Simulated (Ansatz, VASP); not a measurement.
# One calculation of TiO, two programs

```
Ti O
1.0
     2.84562    0.00000    0.00000
    -1.42281    2.46438    0.00000
     0.00000    0.00000    2.84480
Ti O
1 1
Direct
  0.66667 0.33333 0.00000
  0.00000 0.00000 0.50000
```

Alike in both runs: task relaxation of shape and atoms at fixed volume; functional PBEsol; k mesh 18 × 18 × 16; occupations gaussian, width 0.1 eV; no spin polarisation.

|  | VASP | Ansatz |
| --- | --- | --- |
| version | VASP 6.6.1 | Ansatz 0.2.0 |
| potentials or method | VASP PAW PBE potentials, release 64 (Ti_sv, O) | scalar-relativistic, plane waves, PAW |
| plane-wave cutoff (eV) | 600 | 420 |
| valence electrons in the cell | 18 | 18 |

|  | VASP | Ansatz | Ansatz less VASP |
| --- | --- | --- | --- |
| gap on the k mesh at the Fermi level, each at its own relaxed structure (eV) | none | none | - |
| relaxed volume (Å³/atom) | 9.97 | 9.97 | 0.000 |
| relaxed cell length with the largest relative difference (Å) | 2.841 | 2.841 | -0.0003 |

A gap of «none» marks a metal or a gap that the smearing closes.

Caveats: the PAW data sets were made with another functional, which shifts forces and pressure a little (VASP); semilocal functionals often make such compounds metallic where correlation or magnetic order opens a gap, which also shifts bond lengths.
